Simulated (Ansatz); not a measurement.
Input and command of a plane-wave DFT calculation in Ansatz:

```yaml
crystal:
  lattice:
    - [2.9171012901, -5.0525676454, 0.0]
    - [-5.8342025803, 1.0e-10, 0.0]
    - [0.0, 0.0, -5.9148455068]
  atoms:
    - { symbol: Ta, position: [0.0067504427, 0.0033757218, 0.0068147314] }
    - { symbol: Ta, position: [0.4966230822, 0.0033778737, 0.0068172308] }
    - { symbol: Ta, position: [2.3572e-06, 0.50000163, -0.0285842562] }
    - { symbol: Ta, position: [0.4966212825, 0.4932433057, 0.0068125357] }
    - { symbol: Ta, position: [0.0084291846, 0.0042137725, 0.5105806987] }
    - { symbol: Ta, position: [0.4957851937, 0.0042160537, 0.5105739262] }
    - { symbol: Ta, position: [1.4532e-06, 0.4999998244, 0.472595008] }
    - { symbol: Ta, position: [0.4957880932, 0.4915726749, 0.5105702416] }
    - { symbol: "N", position: [0.1670262728, 0.3329764229, 0.7431851573] }
    - { symbol: "N", position: [0.6659497174, 0.3329741581, 0.7431836872] }
    - { symbol: "N", position: [0.1670280157, 0.8340522772, 0.7431874643] }
    - { symbol: "N", position: [0.6666652135, 0.833333509, 0.7940882908] }
    - { symbol: "N", position: [0.3333252312, 0.1666616551, 0.2697297] }
    - { symbol: "N", position: [0.8504229728, 0.200850861, 0.2096115589] }
    - { symbol: "N", position: [0.2991520013, 0.649573438, 0.2096126429] }
    - { symbol: "N", position: [0.8504176507, 0.6495706265, 0.2096123582] }
    - { symbol: "N", position: [0.666670276, 0.8333383928, 0.3943577522] }
basis:
  ecutwfc: 420
  xc_grid: 2
kpoints:
  mp_grid: { grid: [5, 5, 4], shift: [0.0, 0.0, 0.5] }
hamiltonian:
  xc: pbe
scf:
  occupations: { method: gaussian, width: 0.1 }
output:
  forces: true
neb:
  images: 5
  f_tol: 0.05
  max_iterations: 70
  order_check: false
  final_atoms:
    - { symbol: Ta, position: [0.0084291846, 0.0042137725, -0.0105806987] }
    - { symbol: Ta, position: [0.4957851937, 0.0042160537, -0.0105739262] }
    - { symbol: Ta, position: [1.4532e-06, 0.4999998244, 0.027404992] }
    - { symbol: Ta, position: [0.4957880932, 0.4915726749, -0.0105702416] }
    - { symbol: Ta, position: [0.0067504427, 0.0033757218, 0.4931852686] }
    - { symbol: Ta, position: [0.4966230822, 0.0033778737, 0.4931827692] }
    - { symbol: Ta, position: [2.3572e-06, 0.50000163, 0.5285842562] }
    - { symbol: Ta, position: [0.4966212825, 0.4932433057, 0.4931874643] }
    - { symbol: "N", position: [0.1670262728, 0.3329764229, 0.7568148427] }
    - { symbol: "N", position: [0.6659497174, 0.3329741581, 0.7568163128] }
    - { symbol: "N", position: [0.1670280157, 0.8340522772, 0.7568125357] }
    - { symbol: "N", position: [0.6666652135, 0.833333509, 0.7059117092] }
    - { symbol: "N", position: [0.3333252312, 0.1666616551, 0.2302703] }
    - { symbol: "N", position: [0.8504229728, 0.200850861, 0.2903884411] }
    - { symbol: "N", position: [0.2991520013, 0.649573438, 0.2903873571] }
    - { symbol: "N", position: [0.8504176507, 0.6495706265, 0.2903876418] }
    - { symbol: "N", position: [0.666670276, 0.8333383928, 0.1056422478] }
```

```bash
ansatz run input.yaml --threads 4 --pin off --max-ram 10240MiB --backend cpu --events-out ev --progress --plain --runs-dir out
```

Processor: Arm Neoverse V1, 4 threads, on a host shared with other jobs.

**Question.** How long does it run, and how much memory does it take?

**Answer.** About 23 min on 4 threads of Arm Neoverse V1, on a shared host, peak memory 3.2 GiB. It solves 92 bands at 50 k points (the mesh reduced by the symmetry that the task leaves, which can be less than the crystal's) with about 3391 plane waves, in 235 SCF iterations.
